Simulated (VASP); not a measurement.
Input of a VASP 6.6.1 run:

The input INCAR:

```
PREC     = Accurate       # precision mode
ENCUT    = 520            # plane-wave cutoff, eV
EDIFF    = 1E-6           # SCF threshold, eV
ISMEAR   = 0              # smearing method
SIGMA    = 0.1            # smearing width, eV
LREAL    = F              # projectors in reciprocal space
LASPH    = T              # aspherical terms in the spheres
NELM     = 100            # most SCF steps
ALGO     = Normal         # electronic algorithm
ISIF     = 2              # what is computed and relaxed
LWAVE    = F              # write WAVECAR
LCHARG   = F              # write CHGCAR
GGA      = PS             # functional
NBANDS   = 16             # bands
```

KPOINTS

```
Automatic mesh
0
Gamma
  6 6 6
```

POSCAR

```
GaSb
1.0
    0.0000000000     -3.0590000000     -3.0590000000
    3.0590000000      0.0000000000     -3.0590000000
    3.0590000000     -3.0590000000      0.0000000000
Ga Sb
1 1
Direct
    0.0000000000      0.0000000000      0.0000000000
    0.7500000000      0.7500000000      0.7500000000
```

Potentials or basis: VASP PAW PBE potentials, release 64 (Ga_d, Sb).

Command:

```bash
$ cat potpaw_PBE.64/Ga_d/POTCAR potpaw_PBE.64/Sb/POTCAR > POTCAR
$ mpirun -np 1 vasp_std > vasp.out
```

What does it give for the pressure?

0.0 GPa.

Predict the band gap on the k mesh.

none (metal or under the smearing width).

Caveat: the PAW data sets were made with another functional, which shifts forces and pressure a little; this crystal is a semiconductor, whose small gap the functional closes, so the metal is an error of the method. The run has no spin-orbit coupling, so splittings on Sb are missing.

**What was measured.**

From a printed reference work, data compilation, for a bulk crystal of GaSb at 4.2 K: band gap 0.811 eV (direct).

A measured gap of GaSb is 0.811 eV (direct; 4.2 K; a printed reference work, data compilation); the calculated 0.00 eV misses it by -0.81 eV. Spin-orbit coupling on Ga, Sb is left out. The value is that of PBEsol on a finite k mesh, which can miss the band edges, without temperature or zero-point motion. Semilocal functionals fall short of measured gaps as a rule.
